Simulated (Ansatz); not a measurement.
# Zone-centre phonons of GaAs: input and output

Theory: DFT PBE, scalar-relativistic, plane waves, PAW (Ansatz).

Launched with:
```bash
ansatz run input.yaml --threads 1 --pin off --max-ram 3072MiB --backend cpu --events-out ev --progress --plain --runs-dir out
```

Input (bare energies are in eV):
```yaml
crystal:
  lattice:
    - [0.0, 2.8726922825, 2.8726922825]
    - [2.8726922825, 0.0, 2.8726922825]
    - [2.8726922825, 2.8726922825, 0.0]
  atoms:
    - { symbol: Ga, position: [0.0, 0.0, 0.0] }
    - { symbol: As, position: [0.25, 0.25, 0.25] }
basis:
  ecutwfc: 420
kpoints:
  mp_grid: { grid: [12, 12, 12] }
hamiltonian:
  xc: pbe
scf:
  occupations: { method: gaussian, width: 0.02 }
output:
  eigenvalues: true
phonons:
  method: dfpt
  eigenvectors: true
```

Results section of the output:
```
--- Phonons (Γ-DFPT): 2 representative perturbations + reference, on 163 of 1728 k-points (Σ response iterations 6) ---
  k mesh reduced under 8 symmetry operations, with k and −k counted as one. Each operation leaves every solved displacement unchanged or reverses it
  ASR residual: 1.049e-5 → 0.000e0 eV/Å²; symmetrization residual: 1.317e-5 eV/Å²
  ASR residual per site (eV/Å²): 8.51e-6 1.05e-5
  Γ frequencies (cm⁻¹): 0.00 0.00 0.00 251.87 251.87 251.87
  non-analytic LO–TO correction: not included (Born effective charges unavailable; polar crystals: no LO–TO splitting at Γ)
```

It took 36 s on 1 thread of Arm Neoverse V2, with other jobs on the host, peak memory 0.71 GiB.